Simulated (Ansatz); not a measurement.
Runs of Ansatz 0.2.0 on Sb. It takes space group R-3m (No. 166, trigonal). Conventional cell: a = 4.308 Å, b = 4.308 Å, c = 11.274 Å, α = 90.00°, β = 90.00°, γ = 120.00°. Sb (site symmetry 3m) has 3 Sb at 2.91 Å as nearest neighbours. 

```csv
task,level,k mesh,points for each segment of the path,q mesh,atoms under strain,gap on the mesh (eV),pressure (GPa),V0 of scaled cells (Å³/atom),B0 (GPa)
equation of state,LDA,8 × 8 × 8,-,-,-,-,-,29.59,60
band structure,PBEsol,8 × 8 × 8,14,-,-,none,0.0,-,-
equation of state,RPBE+D4,8 × 8 × 8,-,-,-,-,-,(a),60
phonons,PBEsol,6 × 6 × 6,8,2 × 2 × 2,-,none,-,-,-
elastic constants,PBEsol,6 × 6 × 6,-,-,relaxed,none,0.0,-,-
```

Alike in all rows: potentials or basis Ansatz PAW; no spin polarisation; cell as given; cutoff (eV) 420; smearing fermi-dirac 0.05 eV.

Question: Fill in the values left out.

Answer: (a) 29.55.

Caveats: the PAW data sets come from PBE, with cores solved anew for the run's functional, which leaves a small shift of forces and pressure (some runs); the cell was scaled at fixed shape and fractional positions, which overstates the stiffness of a crystal with free parameters, most of all of layers and chains (some runs); spin-orbit coupling is left out, which moves the levels of the heavy elements (some runs); the potentials were made for another functional, which shifts forces and pressure (some runs); some levels weren't fully converged (some runs); elastic constants of metals need much finer meshes, so these are rough (some runs).

A k mesh can miss the band edges, and the runs leave out spin-orbit coupling on Sb.

A gap of «none» marks a metal or a gap under the smearing width.

Runs at the PBE level aren't shown here.
